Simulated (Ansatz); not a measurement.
## Relaxing Mg

These are results of DFT PBE, scalar-relativistic, plane waves, PAW (Ansatz 0.2.0), not measurements. Cutoff 420 eV, Γ-centred k mesh, Gaussian smearing, no spin polarisation in the final step.

A relaxed cell is given with its space group left out.

```
CELL_PARAMETERS angstrom
3.19693 0.00000 0.00000
-1.59846 2.76862 0.00000
0.00000 0.00000 10.40378
ATOMIC_POSITIONS crystal
Mg 0.00000 0.00000 0.00000
Mg 0.33333 0.66667 0.25000
Mg 0.00000 0.00000 0.50000
Mg 0.66667 0.33333 0.75000
```

What space group does it have?

P6_3/mmc (No. 194). Conventional cell: a = 3.197 Å, c = 10.404 Å. Mg on Wyckoff site a (2 atoms of the primitive cell) is coordinated by 12 Mg at 3.19–3.20 Å; Mg on Wyckoff site c (2 atoms of the primitive cell) is coordinated by 12 Mg at 3.19–3.20 Å.

Is it a metal?

Yes, bands cross the Fermi level on the 18×18×6 mesh.

The final run used a 18×18×6 mesh on its 4-atom cell and 0.10 eV smearing.